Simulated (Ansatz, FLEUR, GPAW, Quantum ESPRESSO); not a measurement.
## Equation of state of PtAl2 under PBE

```
Pt Al
1.0
     0.00000    2.95500    2.95500
     2.95500    0.00000    2.95500
     2.95500    2.95500    0.00000
Pt Al
1 2
Direct
  0.00000 0.00000 0.00000
  0.75000 0.75000 0.75000
  0.25000 0.25000 0.25000
```

The cell was scaled at fixed shape and fractions and run with GPAW, GPAW PAW data sets (gpaw-data 1.2.1), cutoff 600 eV; PBE, k mesh 8 × 8 × 8 on the cell of 3 atoms, fermi-dirac occupations of 0.05 eV, no spin polarisation, no spin-orbit coupling. Energies are those that the program minimises, any entropy of the smearing included. For a metal such a mesh isn't converged to the digits shown.

```csv
V (Å³/atom),energy over the lowest row (meV/atom)
16.1700,52.85
16.5140,29.08
16.8580,12.85
17.2021,3.38
17.5461,0.00
17.8902,?
18.2342,9.05
```

Task: Fit the third-order Birch-Murnaghan form, give V0, B0 and B′, and predict the energy left open.

Result: With y = (V0/V)^(2/3), E = E0 + (9 V0 B0/16) [(y - 1)³ B′ + (y - 1)² (6 - 4y)]. Least squares through the rows shown give V0 = 17.5816 Å³/atom, E0 = -0.03 meV, B0 = 128.4 GPa (1 eV/Å³ = 160.218 GPa) and B′ = 4.47, with a largest miss of 0.02 meV. At V = 17.8902 the form with these constants gives 2.07 meV; the run gave 2.07 meV an atom. Other set-ups at this level, from all their volumes (Å³/atom, GPa): Ansatz, Ansatz PAW (earlier soft set): V0 17.517, B0 129.2; FLEUR, all-electron, FLAPW: V0 17.528, B0 128.7; Ansatz, all-electron LAPW, scalar-relativistic: V0 17.523, B0 128.8; Quantum ESPRESSO, SSSP 1.3 efficiency PBE: V0 17.513, B0 129.6.
